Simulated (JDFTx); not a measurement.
# HfO2 (Fm-3m) in JDFTx: settings compared

The runs below take HfO2 through band structure, with LDA, PBE, PBEsol.

All numbers are computed with JDFTx 1.7.0 (patched build); they aren't measurements. Logs are shortened: lines on timing, memory, paths and dates and some standing lists are left out, and cuts for length are marked. The log counts tension as positive stress, the text compression.

**1. Starting point**

It takes space group Fm-3m (No. 225, cubic). Conventional cell: a = 5.115 Å, b = 5.115 Å, c = 5.115 Å, α = 90.00°, β = 90.00°, γ = 90.00°. Hf (site symmetry m-3m) is surrounded by 8 O at 2.21 Å. O (site symmetry -43m) is surrounded by 4 Hf at 2.21 Å.

Measurements of this composition are mostly on another form, of space group No. 14.

**2. Band structure, LDA**

The input, bands.in:

```
lattice \
    0.0000000000     4.8329745637     4.8329745637 \
    4.8329745637     0.0000000000     4.8329745637 \
    4.8329745637     4.8329745637     0.0000000000
coords-type Cartesian
ion Hf     0.0000000000     0.0000000000     0.0000000000 1
ion O      7.2494618456     7.2494618456     7.2494618456 1
ion O      2.4164872819     2.4164872819     2.4164872819 1

ion-species pseudo/Hf.upf
ion-species pseudo/O.upf
elec-cutoff 42 336
elec-ex-corr lda-PW
elec-smearing Fermi 0.0018374661
elec-n-bands 18
electronic-minimize nIterations 30 energyDiffThreshold 1e-06
davidson-band-ratio 1.3
forces-output-coords Cartesian
include path.kpoints
symmetries none
fix-electron-density run.$VAR

dump-name bands.$VAR
dump End Ecomponents EigStats BandEigs Kpoints Forces
```

The input, path.kpoints:

```
kpoint +0.0000000000 +0.0000000000 +0.0000000000 0.020000000000
kpoint +0.0714285714 +0.0000000000 +0.0714285714 0.020000000000
kpoint +0.1428571429 +0.0000000000 +0.1428571429 0.020000000000
kpoint +0.2142857143 +0.0000000000 +0.2142857143 0.020000000000
kpoint +0.2857142857 +0.0000000000 +0.2857142857 0.020000000000
kpoint +0.3571428571 +0.0000000000 +0.3571428571 0.020000000000
kpoint +0.4285714286 +0.0000000000 +0.4285714286 0.020000000000
kpoint +0.5000000000 +0.0000000000 +0.5000000000 0.020000000000
kpoint +0.5000000000 +0.0833333333 +0.5833333333 0.020000000000
kpoint +0.5000000000 +0.1666666667 +0.6666666667 0.020000000000
kpoint +0.5000000000 +0.2500000000 +0.7500000000 0.020000000000
kpoint +0.4375000000 +0.3125000000 +0.7500000000 0.020000000000
kpoint +0.3750000000 +0.3750000000 +0.7500000000 0.020000000000
kpoint +0.3281250000 +0.3281250000 +0.6562500000 0.020000000000
kpoint +0.2812500000 +0.2812500000 +0.5625000000 0.020000000000
kpoint +0.2343750000 +0.2343750000 +0.4687500000 0.020000000000
kpoint +0.1875000000 +0.1875000000 +0.3750000000 0.020000000000
kpoint +0.1406250000 +0.1406250000 +0.2812500000 0.020000000000
kpoint +0.0937500000 +0.0937500000 +0.1875000000 0.020000000000
kpoint +0.0468750000 +0.0468750000 +0.0937500000 0.020000000000
kpoint +0.0000000000 +0.0000000000 +0.0000000000 0.020000000000
kpoint +0.0833333333 +0.0833333333 +0.0833333333 0.020000000000
kpoint +0.1666666667 +0.1666666667 +0.1666666667 0.020000000000
kpoint +0.2500000000 +0.2500000000 +0.2500000000 0.020000000000
kpoint +0.3333333333 +0.3333333333 +0.3333333333 0.020000000000
kpoint +0.4166666667 +0.4166666667 +0.4166666667 0.020000000000
kpoint +0.5000000000 +0.5000000000 +0.5000000000 0.020000000000
kpoint +0.5250000000 +0.4500000000 +0.5250000000 0.020000000000
kpoint +0.5500000000 +0.4000000000 +0.5500000000 0.020000000000
kpoint +0.5750000000 +0.3500000000 +0.5750000000 0.020000000000
kpoint +0.6000000000 +0.3000000000 +0.6000000000 0.020000000000
kpoint +0.6250000000 +0.2500000000 +0.6250000000 0.020000000000
kpoint +0.5625000000 +0.2500000000 +0.6875000000 0.020000000000
kpoint +0.5000000000 +0.2500000000 +0.7500000000 0.020000000000
kpoint +0.5000000000 +0.2916666667 +0.7083333333 0.020000000000
kpoint +0.5000000000 +0.3333333333 +0.6666666667 0.020000000000
kpoint +0.5000000000 +0.3750000000 +0.6250000000 0.020000000000
kpoint +0.5000000000 +0.4166666667 +0.5833333333 0.020000000000
kpoint +0.5000000000 +0.4583333333 +0.5416666667 0.020000000000
kpoint +0.5000000000 +0.5000000000 +0.5000000000 0.020000000000
kpoint +0.4791666667 +0.4791666667 +0.5416666667 0.020000000000
kpoint +0.4583333333 +0.4583333333 +0.5833333333 0.020000000000
kpoint +0.4375000000 +0.4375000000 +0.6250000000 0.020000000000
kpoint +0.4166666667 +0.4166666667 +0.6666666667 0.020000000000
kpoint +0.3958333333 +0.3958333333 +0.7083333333 0.020000000000
kpoint +0.3750000000 +0.3750000000 +0.7500000000 0.020000000000
kpoint +0.6250000000 +0.2500000000 +0.6250000000 0.020000000000
kpoint +0.5833333333 +0.1666666667 +0.5833333333 0.020000000000
kpoint +0.5416666667 +0.0833333333 +0.5416666667 0.020000000000
kpoint +0.5000000000 +0.0000000000 +0.5000000000 0.020000000000
```

Potentials or basis: PseudoDojo-SR-LDA-0.4.1-standard.

The run is started by

```sh
> jdftx -c 1 -i bands.in -o bands.out
```

The program printed:

```text
*************** JDFTx 1.7.0 (patched build) ***************

Input parsed successfully to the following command list (including defaults):
[... the input with its defaults ...]

---------- Initializing the Grid ----------
R =
[            0      4.83297      4.83297  ]
[      4.83297            0      4.83297  ]
[      4.83297      4.83297            0  ]
unit cell volume = 225.774
G =
[  -0.650033   0.650033   0.650033  ]
[   0.650033  -0.650033   0.650033  ]
[   0.650033   0.650033  -0.650033  ]
Minimum fftbox size, Smin = [  60  60  60  ]
Chosen fftbox size, S = [  60  60  60  ]

---------- Initializing tighter grid for wavefunction operations ----------
R =
[            0      4.83297      4.83297  ]
[      4.83297            0      4.83297  ]
[      4.83297      4.83297            0  ]
unit cell volume = 225.774
G =
[  -0.650033   0.650033   0.650033  ]
[   0.650033  -0.650033   0.650033  ]
[   0.650033   0.650033  -0.650033  ]
Minimum fftbox size, Smin = [  40  40  40  ]
Chosen fftbox size, S = [  40  40  40  ]

---------- Exchange Correlation functional ----------
Initalized Slater LDA exchange.
Initalized Perdew-Wang LDA correlation.

---------- Setting up pseudopotentials ----------
Width of ionic core gaussian charges (only for fluid interactions / plotting) set to 0

Reading pseudopotential file 'pseudo/Hf.upf':
  'Hf' pseudopotential, 'SLA  PW   NOGX NOGC' functional
  Generated using ONCVPSP code by D. R. Hamann
  12 valence electrons, 4 orbitals, 8 projectors, 1001 radial grid points, with lMax = 3
    5S    l: 0   occupation:  2.0   eigenvalue: -2.468627
    5P    l: 1   occupation:  6.0   eigenvalue: -1.312511
    5D    l: 2   occupation:  2.0   eigenvalue: -0.105476
    6S    l: 0   occupation:  2.0   eigenvalue: -0.193355
  Core radius for overlap checks: 2.38 bohrs.

Reading pseudopotential file 'pseudo/O.upf':
  'O' pseudopotential, 'SLA  PW   NOGX NOGC' functional
  Generated using ONCVPSP code by D. R. Hamann
  6 valence electrons, 2 orbitals, 5 projectors, 926 radial grid points, with lMax = 2
    2S    l: 0   occupation:  2.0   eigenvalue: -0.872925
    2P    l: 1   occupation:  4.0   eigenvalue: -0.338004
  Core radius for overlap checks: 1.39 bohrs.

Initialized 2 species with 3 total atoms.

Folded 50 k-points by 1x1x1 to 50 k-points.

---------- Setting up k-points, bands, fillings ----------
No reducable k-points.
Computing the number of bands and number of electrons
Calculating initial fillings.
nElectrons:  24.000000   nBands: 18   nStates: 50

----- Setting up reduced wavefunction bases (one per k-point) -----
average nbasis = 2931.400 , ideal nbasis = 2935.225

---------- Setting up ewald sum ----------
Optimum gaussian width for ewald sums = 2.051618 bohr.
Real space sum over 1331 unit cells with max indices [  5  5  5  ]
Reciprocal space sum over 3375 terms with max indices [  7  7  7  ]

---------- Allocating electronic variables ----------
Reading n from file 'run.n' ... done
Initializing wave functions:  linear combination of atomic orbitals

----------- Band structure minimization -------------
Minimization will be done independently for each quantum number.

---- Minimization of quantum number:     0  [ +0.0000000 +0.0000000 +0.0000000 ]  0.040000000 ----
BandDavidson: Iter:   0  Eband: +0.077464591420549
BandDavidson: Iter:   1  Eband: +0.073136977952691  dEband: -4.327613e-03
BandDavidson: Iter:   2  Eband: +0.072478572378776  dEband: -6.584056e-04
BandDavidson: Iter:   3  Eband: +0.072360295610025  dEband: -1.182768e-04
[... 635 lines of inner loops ...]
BandDavidson: Iter:   7  Eband: +0.075398374591123  dEband: -3.750098e-06
BandDavidson: Iter:   8  Eband: +0.075397442029873  dEband: -9.325613e-07
BandDavidson: Converged (dEband<1.000000e-06)
	FillingsUpdate:  mu: +0.505336151  nElectrons: 24.000000

Dumping 'bands.eigStats' ...
	eMin: -1.824920 at state 0 ( [ +0.000000 +0.000000 +0.000000 ] spin 0 )
	HOMO: +0.423104 at state 7 ( [ +0.500000 +0.000000 +0.500000 ] spin 0 )
	mu  : +0.505336
	LUMO: +0.553947 at state 49 ( [ +0.500000 +0.000000 +0.500000 ] spin 0 )
	eMax: +0.901310 at state 8 ( [ +0.500000 +0.083333 -0.416667 ] spin 0 )
	HOMO-LUMO gap: +0.130843
	Optical gap  : +0.130843 at state 7 ( [ +0.500000 +0.000000 +0.500000 ] spin 0 )
Done!
[note: mu, HOMO and LUMO in a band run belong to the points of the path alone and aren't those of the crystal]
```

Run time: 30 s. Hardware: 1 thread of Arm Neoverse V1, shared host; peak memory 0.11 GiB.

What came out:

```
Band gap along the path : 3.56 eV, direct
```

Levels at the corners of the path, in eV from the valence-band top:
| point | band 9 | band 10 | band 11 | band 12 | band 13 | band 14 |
| --- | --- | --- | --- | --- | --- | --- |
| Γ | -5.23 | -0.60 | -0.60 | -0.60 | 3.69 | 3.69 |
| X | -3.42 | -1.52 | -1.52 | 0.00 | 3.56 | 5.26 |
| W | -2.53 | -2.53 | -1.38 | -0.20 | 4.59 | 4.91 |
| K | -3.31 | -2.21 | -1.31 | -0.33 | 4.10 | 5.19 |
| Γ | -5.23 | -0.60 | -0.60 | -0.60 | 3.69 | 3.69 |
| L | -3.05 | -2.69 | -1.81 | -1.81 | 4.40 | 4.40 |
| U | -3.31 | -2.21 | -1.31 | -0.33 | 4.10 | 5.19 |
| W | -2.53 | -2.53 | -1.38 | -0.20 | 4.59 | 4.91 |
| L | -3.05 | -2.69 | -1.81 | -1.81 | 4.40 | 4.40 |
| K | -3.31 | -2.21 | -1.31 | -0.33 | 4.10 | 5.19 |
| U | -3.31 | -2.21 | -1.31 | -0.33 | 4.10 | 5.19 |
| X | -3.42 | -1.52 | -1.52 | 0.00 | 3.56 | 5.26 |

Caveat: spin-orbit coupling is left out, which moves the levels of the heavy elements.

**3. Band structure, PBE**

bands.in: that of step 2 with these lines changed.

```diff
@@ -4,6 +4,6 @@
     4.8329745637     4.8329745637     0.0000000000
-coords-type Cartesian
+coords-type Lattice
 ion Hf     0.0000000000     0.0000000000     0.0000000000 1
-ion O      7.2494618456     7.2494618456     7.2494618456 1
-ion O      2.4164872819     2.4164872819     2.4164872819 1
+ion O      0.7500000000     0.7500000000     0.7500000000 1
+ion O      0.2500000000     0.2500000000     0.2500000000 1
 
@@ -12,3 +12,3 @@
 elec-cutoff 42 336
-elec-ex-corr lda-PW
+elec-ex-corr gga-PBE
 elec-smearing Fermi 0.0018374661
```

path.kpoints is that of step 2.

Potentials or basis: PseudoDojo-SR-PBE-0.5-standard.

The run is started by

```sh
> jdftx -c 1 -i bands.in -o bands.out
```

The program printed:

```text
*************** JDFTx 1.7.0 (patched build) ***************

Input parsed successfully to the following command list (including defaults):
[... the input with its defaults ...]

---------- Initializing the Grid ----------
R =
[            0      4.83297      4.83297  ]
[      4.83297            0      4.83297  ]
[      4.83297      4.83297            0  ]
unit cell volume = 225.774
G =
[  -0.650033   0.650033   0.650033  ]
[   0.650033  -0.650033   0.650033  ]
[   0.650033   0.650033  -0.650033  ]
Minimum fftbox size, Smin = [  60  60  60  ]
Chosen fftbox size, S = [  60  60  60  ]

---------- Initializing tighter grid for wavefunction operations ----------
R =
[            0      4.83297      4.83297  ]
[      4.83297            0      4.83297  ]
[      4.83297      4.83297            0  ]
unit cell volume = 225.774
G =
[  -0.650033   0.650033   0.650033  ]
[   0.650033  -0.650033   0.650033  ]
[   0.650033   0.650033  -0.650033  ]
Minimum fftbox size, Smin = [  40  40  40  ]
Chosen fftbox size, S = [  40  40  40  ]

---------- Exchange Correlation functional ----------
Initalized PBE GGA exchange.
Initalized PBE GGA correlation.

---------- Setting up pseudopotentials ----------
Width of ionic core gaussian charges (only for fluid interactions / plotting) set to 0

Reading pseudopotential file 'pseudo/Hf.upf':
  'Hf' pseudopotential, 'PBE' functional
  Generated using ONCVPSP code by D. R. Hamann
  12 valence electrons, 4 orbitals, 8 projectors, 1001 radial grid points, with lMax = 3
    5S    l: 0   occupation:  2.0   eigenvalue: -2.462799
    5P    l: 1   occupation:  6.0   eigenvalue: -1.307320
    5D    l: 2   occupation:  2.0   eigenvalue: -0.098817
    6S    l: 0   occupation:  2.0   eigenvalue: -0.187732
  Core radius for overlap checks: 2.38 bohrs.

Reading pseudopotential file 'pseudo/O.upf':
  'O' pseudopotential, 'PBE' functional
  Generated using ONCVPSP code by D. R. Hamann
  6 valence electrons, 2 orbitals, 5 projectors, 936 radial grid points, with lMax = 2
    2S    l: 0   occupation:  2.0   eigenvalue: -0.880572
    2P    l: 1   occupation:  4.0   eigenvalue: -0.331869
  Core radius for overlap checks: 1.39 bohrs.

Initialized 2 species with 3 total atoms.

Folded 50 k-points by 1x1x1 to 50 k-points.

---------- Setting up k-points, bands, fillings ----------
No reducable k-points.
Computing the number of bands and number of electrons
Calculating initial fillings.
nElectrons:  24.000000   nBands: 18   nStates: 50

----- Setting up reduced wavefunction bases (one per k-point) -----
average nbasis = 2931.400 , ideal nbasis = 2935.225

---------- Setting up ewald sum ----------
Optimum gaussian width for ewald sums = 2.051618 bohr.
Real space sum over 1331 unit cells with max indices [  5  5  5  ]
Reciprocal space sum over 3375 terms with max indices [  7  7  7  ]

---------- Allocating electronic variables ----------
Reading n from file 'run.n' ... done
Initializing wave functions:  linear combination of atomic orbitals

----------- Band structure minimization -------------
Minimization will be done independently for each quantum number.

---- Minimization of quantum number:     0  [ +0.0000000 +0.0000000 +0.0000000 ]  0.040000000 ----
BandDavidson: Iter:   0  Eband: +0.088912543234178
BandDavidson: Iter:   1  Eband: +0.084306766920502  dEband: -4.605776e-03
BandDavidson: Iter:   2  Eband: +0.083568832809130  dEband: -7.379341e-04
BandDavidson: Iter:   3  Eband: +0.083469205127152  dEband: -9.962768e-05
[... 633 lines of inner loops ...]
BandDavidson: Iter:   7  Eband: +0.086587954731028  dEband: -2.707146e-06
BandDavidson: Iter:   8  Eband: +0.086587153711015  dEband: -8.010200e-07
BandDavidson: Converged (dEband<1.000000e-06)
	FillingsUpdate:  mu: +0.528303263  nElectrons: 24.000000

Dumping 'bands.eigStats' ...
	eMin: -1.812945 at state 0 ( [ +0.000000 +0.000000 +0.000000 ] spin 0 )
	HOMO: +0.438657 at state 7 ( [ +0.500000 +0.000000 +0.500000 ] spin 0 )
	mu  : +0.528303
	LUMO: +0.577104 at state 49 ( [ +0.500000 +0.000000 +0.500000 ] spin 0 )
	eMax: +0.926892 at state 8 ( [ +0.500000 +0.083333 -0.416667 ] spin 0 )
	HOMO-LUMO gap: +0.138448
	Optical gap  : +0.138448 at state 7 ( [ +0.500000 +0.000000 +0.500000 ] spin 0 )
Done!
[note: mu, HOMO and LUMO in a band run belong to the points of the path alone and aren't those of the crystal]
```

Run time: 30 s. Hardware: 1 thread of Arm Neoverse V1, shared host; peak memory 0.11 GiB.

Results:

```yaml
Band_gap_along_the_path: 3.77 eV, direct
```

Levels at the corners of the path, in eV from the valence-band top:
| point | band 8 | band 9 | band 10 | band 11 | band 12 | band 13 | band 14 |
| --- | --- | --- | --- | --- | --- | --- | --- |
| Γ | -5.17 | -5.17 | -0.60 | -0.60 | -0.60 | 3.87 | 3.87 |
| X | -3.39 | -3.39 | -1.50 | -1.50 | 0.00 | 3.77 | 5.43 |
| W | -4.92 | -2.50 | -2.50 | -1.36 | -0.20 | 4.76 | 5.09 |
| K | -3.92 | -3.27 | -2.17 | -1.30 | -0.33 | 4.28 | 5.35 |
| Γ | -5.17 | -5.17 | -0.60 | -0.60 | -0.60 | 3.87 | 3.87 |
| L | -4.17 | -3.01 | -2.65 | -1.80 | -1.80 | 4.56 | 4.56 |
| U | -3.92 | -3.27 | -2.17 | -1.30 | -0.33 | 4.28 | 5.35 |
| W | -4.92 | -2.50 | -2.50 | -1.36 | -0.20 | 4.76 | 5.09 |
| L | -4.17 | -3.01 | -2.65 | -1.80 | -1.80 | 4.56 | 4.56 |
| K | -3.92 | -3.27 | -2.17 | -1.30 | -0.33 | 4.28 | 5.35 |
| U | -3.92 | -3.27 | -2.17 | -1.30 | -0.33 | 4.28 | 5.35 |
| X | -3.39 | -3.39 | -1.50 | -1.50 | 0.00 | 3.77 | 5.43 |

Caveat: spin-orbit coupling is left out, which moves the levels of the heavy elements.

**4. Band structure, PBEsol**

bands.in: that of step 3 with these lines changed.

```diff
@@ -1,5 +1,2 @@
-lattice \
-    0.0000000000     4.8329745637     4.8329745637 \
-    4.8329745637     0.0000000000     4.8329745637 \
-    4.8329745637     4.8329745637     0.0000000000
+lattice Face-Centered Cubic 9.6659491275
 coords-type Lattice
@@ -12,3 +9,3 @@
 elec-cutoff 42 336
-elec-ex-corr gga-PBE
+elec-ex-corr gga-PBEsol
 elec-smearing Fermi 0.0018374661
```

path.kpoints is that of step 3.

Potentials or basis: PseudoDojo-SR-PBEsol-0.4.1-standard.

The run is started by

```sh
> jdftx -c 1 -i bands.in -o bands.out
```

It took 30 s on 1 thread of Arm Neoverse V1, shared host; peak memory 0.13 GiB.

Results (log left out):

```yaml
Band_gap_along_the_path: 3.64 eV, direct
```

Levels at the corners of the path, in eV from the valence-band top:
```tsv
point	band 10	band 11	band 12	band 13	band 14
Γ	-0.60	-0.60	-0.60	3.78	3.78
X	-1.51	-1.51	0.00	3.64	5.36
W	-2.53	-1.38	-0.20	4.67	5.01
K	-2.20	-1.31	-0.33	4.17	5.28
Γ	-0.60	-0.60	-0.60	3.78	3.78
L	-2.70	-1.82	-1.82	4.48	4.48
U	-2.20	-1.31	-0.33	4.17	5.28
W	-2.53	-1.38	-0.20	4.67	5.01
L	-2.70	-1.82	-1.82	4.48	4.48
K	-2.20	-1.31	-0.33	4.17	5.28
U	-2.20	-1.31	-0.33	4.17	5.28
X	-1.51	-1.51	0.00	3.64	5.36
```

Caveat: spin-orbit coupling is left out, which moves the levels of the heavy elements.

**5. For comparison**

An earlier run on the cell as given: functional PBE; potentials or basis PseudoDojo-SR-PBE-0.5-standard; cutoff 1143 eV; density cutoff 4572 eV; k mesh 9 × 9 × 9; occupations fermi-dirac, width 0.05 eV; no spin polarisation.

* Pressure: -4.9 GPa
* Band gap on the k mesh: 3.87 eV, indirect (least direct gap 3.99 eV)
* Loewdin charges: Hf +1.47; O -0.69 e
